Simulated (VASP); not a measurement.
# BN in VASP 6.6.1, single-point calculation

INCAR

```
LCHARG = .FALSE.
PREC = Accurate
EDIFF = 1E-7
SIGMA = 0.02
ISMEAR = -1
GGA = PS
IBRION = -1
NBANDS = 16
LREAL = .FALSE.
NSW = 0
LASPH = .TRUE.
ENCUT = 520
LWAVE = .FALSE.
ISIF = 2
NELM = 120
```

KPOINTS

```
KPOINTS created by Atomic Simulation Environment
0
Gamma
12 12 6
0 0 0
```

POSCAR

```
B  N
 1.0000000000000000
     2.5185104995703020    0.0000000000000000    0.0000000000000000
    -1.2592552497851510    2.1810940723257195    0.0000000000000000
     0.0000000000000000    0.0000000000000000    4.1657371880999996
 B   N
   2   2
Cartesian
  0.0000000000000000  1.4540627148838130  0.0013092728590888
  1.2592552497851510  0.7270313574419065  2.0841778669090889
  0.0000000000000000  1.4540627148838130  1.5608421726784112
  1.2592552497851510  0.7270313574419065  3.6437107667284110
```

The recommended PBE PAW datasets give the neutral cell 16 valence electrons.

Command

```
mpirun -np 1 vasp_std
```

OSZICAR

```
N       E                     dE             d eps       ncg     rms          rms(c)
DAV:   1     0.377973697232E+02    0.37797E+02   -0.83000E+03  2440   0.972E+02
DAV:   2    -0.363062940836E+02   -0.74104E+02   -0.69124E+02  3504   0.234E+02
DAV:   3    -0.386043915904E+02   -0.22981E+01   -0.22921E+01  2832   0.372E+01
DAV:   4    -0.386096070125E+02   -0.52154E-02   -0.52151E-02  2920   0.201E+00
DAV:   5    -0.386096206928E+02   -0.13680E-04   -0.13680E-04  2736   0.943E-02    0.955E+00
DAV:   6    -0.368259807807E+02    0.17836E+01   -0.20651E+00  3104   0.130E+01    0.466E+00
DAV:   7    -0.366440109971E+02    0.18197E+00   -0.31934E-01  3128   0.449E+00    0.274E+00
DAV:   8    -0.366026327659E+02    0.41378E-01   -0.51072E-02  3000   0.178E+00    0.248E-01
DAV:   9    -0.366014715909E+02    0.11612E-02   -0.20184E-03  2800   0.506E-01    0.133E-01
DAV:  10    -0.366015466003E+02   -0.75009E-04   -0.24003E-04  2944   0.127E-01    0.198E-02
DAV:  11    -0.366015471386E+02   -0.53830E-06   -0.19161E-05  3064   0.403E-02    0.116E-02
DAV:  12    -0.366015475011E+02   -0.36249E-06   -0.25492E-06  2920   0.160E-02    0.128E-03
DAV:  13    -0.366015475281E+02   -0.26987E-07   -0.73770E-08  1488   0.281E-03
   1 F= -.36601548E+02 E0= -.36601548E+02  d E =-.477740E-12
```

From OUTCAR

```
k-points           NKPTS =     76   k-points in BZ     NKDIM =     76   number of bands    NBANDS=     16

   NELECT =      16.0000    total number of electrons

   dimension x,y,z NGX =    20 NGY =   20 NGZ =   32
   dimension x,y,z NGXF=    40 NGYF=   40 NGZF=   64

  energy-cutoff  :      520.00
  volume of cell :       22.88
      direct lattice vectors                 reciprocal lattice vectors
     2.518510500  0.000000000  0.000000000     0.397060088  0.229242749  0.000000000
    -1.259255250  2.181094072  0.000000000     0.000000000  0.458485497  0.000000000
     0.000000000  0.000000000  4.165737188     0.000000000  0.000000000  0.240053550

 k-points in reciprocal lattice and weights: KPOINTS created by Atomic Simulation Env
   0.00000000  0.00000000  0.00000000       0.001
   0.08333333 -0.00000000  0.00000000       0.007
   0.16666667  0.00000000  0.00000000       0.007
   0.25000000  0.00000000  0.00000000       0.007
   0.33333333  0.00000000  0.00000000       0.007
   0.41666667 -0.00000000  0.00000000       0.007
   0.50000000  0.00000000  0.00000000       0.003
   0.08333333  0.08333333  0.00000000       0.007
   ...

 E-fermi :   8.3763

 k-point     1 :       0.0000    0.0000    0.0000
  band No.  band energies     occupation
      1     -12.8800      2.00000
      2      -8.5236      2.00000
      3      -3.3964      2.00000
      4       5.7232      2.00000
      5       5.7232      2.00000
      6       7.6335      2.00000
      7       7.9317      2.00000
      8       7.9317      2.00000
      9      16.3645      0.00000
     10      16.3645      0.00000
     11      16.6557      0.00000
     12      17.8028      0.00000
     13      19.1125      0.00000
     14      20.0241      0.00000
     15      20.0241      0.00000
     16      24.4120      0.00000

 k-point     2 :       0.0833   -0.0000    0.0000
  band No.  band energies     occupation
      1     -12.7239      2.00000
      2      -8.4025      2.00000
      3      -3.2424      2.00000
      4       5.0116      2.00000
      5       5.4261      2.00000
      6       7.3453      2.00000
      7       7.4820      2.00000
      8       7.7683      2.00000
      9      16.1164      0.00000
     10      16.6811      0.00000
     11      16.9185      0.00000
     12      18.2870      0.00000
     13      19.5965      0.00000
     14      20.1286      0.00000
     15      20.4844      0.00000
     16      24.1598      0.00000

 k-point     3 :       0.1667    0.0000    0.0000
  band No.  band energies     occupation
      1     -12.2606      2.00000
      2      -8.0556      2.00000
      3      -2.7862      2.00000
      4       3.2977      2.00000
      5       4.7318      2.00000
      6       5.9042      2.00000
      7       7.0121      2.00000
      8       7.3197      2.00000
      9      15.6862      0.00000
     10      17.3088      0.00000
     11      17.4274      0.00000
     12      19.1200      0.00000
     13      20.0684      0.00000
     14      21.2120      0.00000
     15      21.6802      0.00000
     16      23.4009      0.00000

 ...

  Total        1.6402404      1.6402404      1.6717304      0.0000000      0.0000000      0.0000000
  in kB      114.8439303    114.8439303    117.0487506      0.0000000      0.0000000      0.0000000
  external PRESSURE =     115.5788704 kB  Pullay stress =       0.0000000 kB

 POSITION                                       TOTAL-FORCE (eV/Angst)
 -----------------------------------------------------------------------------------
      0.00000      1.45406      0.00131         0.000000     -0.000000      0.013587
      1.25926      0.72703      2.08418        -0.000000     -0.000000      0.013587
      0.00000      1.45406      1.56084         0.000000     -0.000000     -0.013587
      1.25926      0.72703      3.64371        -0.000000      0.000000     -0.013587
 -----------------------------------------------------------------------------------
    total drift:                                0.000000      0.000000     -0.000217

  FREE ENERGIE OF THE ION-ELECTRON SYSTEM (eV)
  ---------------------------------------------------
  free  energy   TOTEN  =       -36.6015475281 eV

  energy  without entropy=      -36.6015475281  energy(sigma->0) =      -36.60154753
```

It converged. Results: gap between bands v and c on the k mesh 4.89 eV; least direct gap on the k mesh 8.35 eV; pressure 11.6 GPa; largest force 0.01 eV/Å. Band v is the last that the valence electrons fill when counted band by band, and c is the next.

For comparison, a separate PBE run of the intended cell, on usual settings and not on those above, gives a gap of 5.13 eV on its mesh and a pressure of 17.4 GPa.

The run above took about 20 s on one core of a shared host (Intel Xeon Platinum 8488C) and held 0.15 GiB at most.
